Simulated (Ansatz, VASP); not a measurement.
# Two plane-wave programs on C

```xyz
4
Lattice="2.1957 -2.1967 0.0000 2.1957 2.1967 0.0000 0.0000 0.0000 2.4522" Properties=species:S:1:pos:R:3 pbc="T T T"
C     1.4181   -0.7781    2.1454
C     2.9734    0.7781    0.9194
C     2.9734   -0.7781    1.5328
C     1.4181    0.7781    0.3067
```

Alike in both runs: functional PBE; k mesh 6 × 6 × 8; occupations gaussian, width 0.1 eV; no spin polarisation.

Ansatz relaxed the structure, and its values are those at the end. VASP's run is a single point on that final structure, the one shown.

```csv
,VASP,Ansatz
version,VASP 6.6.1,Ansatz 0.2.0
potentials or method,"VASP PAW PBE potentials, release 64 (C)","scalar-relativistic, plane waves, PAW"
plane-wave cutoff (eV),520,420
valence electrons in the cell,16,16
```

```tsv
	VASP	Ansatz	Ansatz less VASP
gap on the k mesh at the Fermi level (eV)	1.07	1.08	+0.012
least direct gap on the mesh (eV)	3.89	3.89	+0.003
pressure (GPa)	0.5	0.0	-0.52
rms of the force components (eV/Å)	0.013	0.000	-0.0128
```
